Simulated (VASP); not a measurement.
# Sr (P6_3/mmc) in VASP: further runs

The runs below take Sr through single point, with PBE.

Everything below comes from runs of VASP 6.6.1. Logs are shortened: lines on timing, memory, paths and dates and some standing lists are left out, and cuts for length are marked.

## (1) The structure

It takes space group P6_3/mmc (No. 194, hexagonal). Conventional cell: a = 4.310 Å, b = 4.310 Å, c = 7.050 Å, α = 90.00°, β = 90.00°, γ = 120.00°. Sr (site symmetry -6m2) is surrounded by 12 Sr at 4.31 Å.

This isn't the form of Sr at room conditions, which is fcc.

## (2) Single point, PBE

The input, INCAR:

```
SYSTEM = Sr
  ADDGRID = .False.
  ALGO = Normal
  EDIFF = 1E-6
  ENCUT = 400
  GGA = PE
  ISIF = 2
  ISMEAR = 0
  LASPH = .True.
  LCHARG = .False.
  LREAL = .False.
  LWAVE = .False.
  NBANDS = 17
  NELM = 100
  PREC = Accurate
  SIGMA = 0.05
```

The input, KPOINTS:

```
k-points
0
Gamma
  4 4 2
  0 0 0
```

The input, POSCAR:

```
Sr
1.0
    4.3100000000      0.0000000000      0.0000000000
   -2.1550000000      3.7325694903      0.0000000000
    0.0000000000      0.0000000000      7.0500000000
Sr
2
Direct
    0.6666666667      0.3333333333      0.7500000000
    0.3333333333      0.6666666667      0.2500000000
```

Potentials or basis: VASP PAW PBE potentials, release 64 (Sr_sv).

Started as:

```
$ cat potpaw_PBE.64/Sr_sv/POTCAR > POTCAR
$ mpirun -np 1 vasp_std > vasp.out
```

OUTCAR:

```text
SYSTEM = Sr
   EDIFF = 1E-6
   ENCUT = 400
   GGA = PE
   ISIF = 2
   ISMEAR = 0
   LASPH = .True.
   LREAL = .False.
   NELM = 100
   PREC = Accurate

 Found      8 irreducible k-points:

 Following reciprocal coordinates:
            Coordinates               Weight
  0.000000  0.000000  0.000000      1.000000
  0.250000  0.000000  0.000000      6.000000
  0.500000  0.000000  0.000000      3.000000
  0.250000  0.250000  0.000000      6.000000
  0.000000  0.000000  0.500000      1.000000
  0.250000  0.000000  0.500000      6.000000
   k-points           NKPTS =      8   k-points in BZ     NKDIM =      8   number of bands    NBANDS=     17
   number of dos      NEDOS =    301   number of ions     NIONS =      2
   total plane-waves  NPLWV =  37632
   dimension x,y,z NGX =    28 NGY =   28 NGZ =   48
   dimension x,y,z NGXF=    56 NGYF=   56 NGZF=   96
   ions per type =               2
   NGX,Y,Z   is equivalent  to a cutoff of  10.80, 10.80, 11.32 a.u.
   NGXF,Y,Z  is equivalent  to a cutoff of  21.60, 21.60, 22.64 a.u.
 SYSTEM =  Sr
   PREC   = accura    normal or accurate (medium, high low for compatibility)
   ISTART =      0    job   : 0-new  1-cont  2-samecut
   ICHARG =      2    charge: 1-file 2-atom 10-const
   ISPIN  =      1    spin polarized calculation?
   LNONCOLLINEAR =      F non collinear calculations
   LSORBIT =      F    spin-orbit coupling
   LASPH  =      T    aspherical Exc in radial PAW
   ENCUT  =  400.0 eV  29.40 Ry    5.42 a.u.   7.03  7.03 11.50*2*pi/ulx,y,z
   NELM   =    100;   NELMIN=  2; NELMDL= -5     # of ELM steps
   EDIFF  = 0.1E-05   stopping-criterion for ELM
   LREAL  =      F    real-space projection
   EDIFFG = 0.1E-04   stopping-criterion for IOM
   NSW    =      0    number of steps for IOM
   IBRION =     -1    ionic relax: 0-MD 1-quasi-New 2-CG
   NFREE  =      0    steps in history (QN), initial steepest desc. (CG)
   ISIF   =      2    stress and relaxation
   ISYM   =      2    0-nonsym 1-usesym 2-fastsym
   POTIM  = 0.5000    time-step for ionic-motion
   TEBEG  =    0.0;   TEEND  =   0.0 temperature during run
   PSTRESS=    0.0 pullay stress
   NELECT =      20.0000    total number of electrons
   NUPDOWN=      -1.0000    fix difference up-down
   EMIN   =  10.00;   EMAX   =-10.00  energy-range for DOS
   EFERMI =   0.00;   METHOD = LEGACY
   ISMEAR =     0;   SIGMA  =   0.05  broadening in eV -4-tet -1-fermi 0-gaus
   EFERMI_NEDOS =   21; number of points for ismear=-14 and -15
   IALGO  =     38    algorithm
   IMIX   =      4    mixing-type and parameters
     AMIX     =   0.40;   BMIX     =  1.00
     AMIX_MAG =   1.60;   BMIX_MAG =  1.00
  volume/ion in A,a.u.               =      56.71       382.68
  Fermi-wavevector in a.u.,A,eV,Ry     =   0.918037  1.734838 11.466874  0.842791
  Thomas-Fermi vector in A             =   2.043073
   LORBIT       =      0    0 simple, 1 ext, 2 COOP (PROOUT), +10 PAW based schemes
   GGA     = PE    functional components
   LHFCALC =     F    Hartree Fock is set to
   AEXX    =    0.0000 exact exchange contribution
   IVDW    =     0    specifies the selected vdW correction
   LEPSILON=     F    determine dielectric tensor
   LRPA    =     F    only Hartree local field effects (RPA)
 non-spin polarized calculation
 Gauss-broadening in eV      SIGMA  =   0.05
  energy-cutoff  :      400.00
  volume of cell :      113.42
 maximum number of plane-waves:      2071
   NGX = 15   NGY = 15   NGZ = 23

 number of electron      20.0000001 magnetization

 Free energy of the ion-electron system (eV)
  ---------------------------------------------------
  ext. energy  EPLUGINS =         0.00000000
  ---------------------------------------------------
  free energy    TOTEN  =        -3.27475783 eV

  energy without entropy =       -3.27033209  energy(sigma->0) =       -3.27254496

 E-fermi :   1.5192     XC(G=0):  -7.2608

 val. band max:        1.5003152030   @ k =   0.0000   0.0000   0.0000
 cond. band min:       1.5774996096   @ k =   0.5000   0.0000   0.0000
 fundamental gap:      0.0771844067
 Fermi energy:         1.5192316340

 k-point     1 :       0.0000    0.0000    0.0000
  band No.  band energies     occupation
      1     -35.2020      2.00000
      2     -35.1902      2.00000
      3     -17.2537      2.00000
      4     -17.1223      2.00000
      5     -17.1223      2.00000
      6     -17.0983      2.00000
      7     -17.0983      2.00000
      8     -17.0796      2.00000
      9      -2.1244      2.00000
     10       0.3583      2.00000
     11       1.5003      1.40738
     12       3.7452      0.00000
     13       3.7452      0.00000
     14       3.7489      0.00000
     15       4.1381      0.00000
     16       4.1381      0.00000
     17       4.6527      0.00000

 k-point     2 :       0.2500    0.0000    0.0000
  band No.  band energies     occupation
      1     -35.1965      2.00000
      2     -35.1877      2.00000
      3     -17.2223      2.00000
      4     -17.1894      2.00000
      5     -17.1661      2.00000
      6     -17.1428      2.00000
      7     -17.1101      2.00000
      8     -17.0930      2.00000
      9      -1.2980      2.00000
     10       1.1593      2.00000
     11       1.4814      1.71575
     12       2.4710      0.00000
     13       3.2252      0.00000
     14       3.5954      0.00000
     15       4.0456      0.00000
     16       4.5119      0.00000
     17       4.5260      0.00000

 k-point     3 :       0.5000    0.0000    0.0000
  band No.  band energies     occupation
      1     -35.1901      2.00000
      2     -35.1862      2.00000
      3     -17.2572      2.00000
      4     -17.2305      2.00000
      5     -17.1768      2.00000
      6     -17.1622      2.00000
      7     -17.1228      2.00000
      8     -17.1205      2.00000
      9       0.3719      2.00000
     10       0.9284      2.00000
     11       1.5775      0.09934
     12       1.7376      0.00000
     13       2.7645      0.00000
     14       3.3143      0.00000
     15       3.6536      0.00000
     16       5.6832      0.00000
     17       6.2524      0.00000

 k-point     4 :       0.2500    0.2500    0.0000
  band No.  band energies     occupation
      1     -35.1901      2.00000
      2     -35.1862      2.00000
      3     -17.2281      2.00000
      4     -17.2170      2.00000
      5     -17.1773      2.00000
      6     -17.1765      2.00000
      7     -17.1523      2.00000
      8     -17.1200      2.00000
      9       0.1093      2.00000
     10       1.6734      0.00001
     11       1.7035      0.00000
     12       1.7299      0.00000
     13       3.0027      0.00000
     14       3.0840      0.00000
     15       3.1349      0.00000
     16       4.9479      0.00000
     17       5.1244      0.00000

 k-point     5 :       0.0000    0.0000    0.5000
  band No.  band energies     occupation
      1     -35.1961      2.00000
      2     -35.1961      2.00000
      3     -17.1678      2.00000
      4     -17.1678      2.00000
      5     -17.1103      2.00000
      6     -17.1103      2.00000
      7     -17.1103      2.00000
      8     -17.1103      2.00000
      9      -1.2096      2.00000
     10      -1.2096      2.00000
     11       2.7406      0.00000
     12       2.7406      0.00000
     13       3.7426      0.00000
     14       3.7426      0.00000
     15       3.7426      0.00000
     16       3.7426      0.00000
     17       5.5722      0.00000

 k-point     6 :       0.2500    0.0000    0.5000
  band No.  band energies     occupation
      1     -35.1921      2.00000
      2     -35.1921      2.00000
      3     -17.2034      2.00000
      4     -17.2034      2.00000
      5     -17.1324      2.00000
      6     -17.1324      2.00000
      7     -17.1265      2.00000
      8     -17.1265      2.00000
      9      -0.4703      2.00000
     10      -0.4703      2.00000
     11       2.4993      0.00000
     12       2.4993      0.00000
     13       3.0522      0.00000
     14       3.0522      0.00000
     15       4.2216      0.00000
     16       4.2216      0.00000
     17       5.4715      0.00000

 [... further k-points ...]

------------------------ aborting loop because EDIFF is reached ----------------------------------------

  FORCE on cell =-STRESS in cart. coord.  units (eV):
  Direction    XX          YY          ZZ          XY          YZ          ZX
  --------------------------------------------------------------------------------------
  -------------------------------------------------------------------------------------
  Total       -0.4920984     -0.4920984      0.6509398      0.0000000      0.0000000      0.0000000
  in kB       -6.9516561     -6.9516561      9.1955374      0.0000000      0.0000000      0.0000000
  external PRESSURE =      -1.5692583 kB  Pullay stress =       0.0000000 kB

 VOLUME and BASIS-vectors are now :
 -----------------------------------------------------------------------------
  energy-cutoff  :      400.00
  volume of cell :      113.42
      direct lattice vectors                 reciprocal lattice vectors
     4.310000000  0.000000000  0.000000000     0.232018561  0.133955979  0.000000000
    -2.155000000  3.732569490  0.000000000     0.000000000  0.267911958  0.000000000
     0.000000000  0.000000000  7.050000000     0.000000000  0.000000000  0.141843972

 POSITION                                       TOTAL-FORCE (eV/Angst)
 -----------------------------------------------------------------------------------
      2.15500      1.24419      5.28750        -0.000000      0.000000      0.000000
     -0.00000      2.48838      1.76250         0.000000      0.000000      0.000000
 -----------------------------------------------------------------------------------
    total drift:                                0.000000     -0.000000      0.000000

  FREE ENERGIE OF THE ION-ELECTRON SYSTEM (eV)
  ---------------------------------------------------
  free  energy   TOTEN  =        -3.2747578311 eV

  energy  without entropy=       -3.2703320949  energy(sigma->0) =       -3.27254496
```

Run time: 4.9 s. Hardware: 1 thread of Intel Xeon 6975P-C (Granite Rapids), shared host; peak memory 0.18 GiB.

These settings aren't checked as converged: the numbers below hold their error.

What came out:

* Free energy: -3.2748 eV
* Pressure: -0.2 GPa
* Band gap on the k mesh: none (metal or under the smearing width)

Caveat: the k mesh is coarse (spacing up to 0.45 Å⁻¹), so the values aren't converged.

## (3) Single point, PBE

INCAR is that of step 2.

KPOINTS is that of step 2.

The input, POSCAR:

```
Sr
1.0
    4.3100000000      0.0000000000      0.0000000000
   -2.1550000000      3.7325694903      0.0000000000
    0.0000000000      0.0000000000      7.0500000000
Sr
2
Direct
    0.6432960000      0.3178180000      0.7464440000
    0.3199860000      0.6535770000      0.2508690000
```

Potentials or basis: VASP PAW PBE potentials, release 64 (Sr_sv).

Started as:

```
$ cat potpaw_PBE.64/Sr_sv/POTCAR > POTCAR
$ mpirun -np 1 vasp_std > vasp.out
```

Run time: 9.6 s. Hardware: 1 thread of Intel Xeon 6975P-C (Granite Rapids), shared host; peak memory 0.18 GiB.

These settings aren't checked as converged: the numbers below hold their error.

What came out:

* Free energy: -3.2738 eV
* Pressure: -0.2 GPa
* Largest force: 0.048 eV/Å
* Band gap on the k mesh: none (metal or under the smearing width)

Caveat: the k mesh is coarse (spacing up to 0.45 Å⁻¹), so the values aren't converged.

## (4) For comparison

An earlier run on the cell as given: functional PBE; potentials or basis VASP PAW PBE potentials, release 64 (Sr_sv); cutoff 520 eV; k mesh 7 × 7 × 4; occupations fermi-dirac, width 0.05 eV; no spin polarisation.

- Pressure: -0.3 GPa
- Band gap on the k mesh: none (metal or under the smearing width)
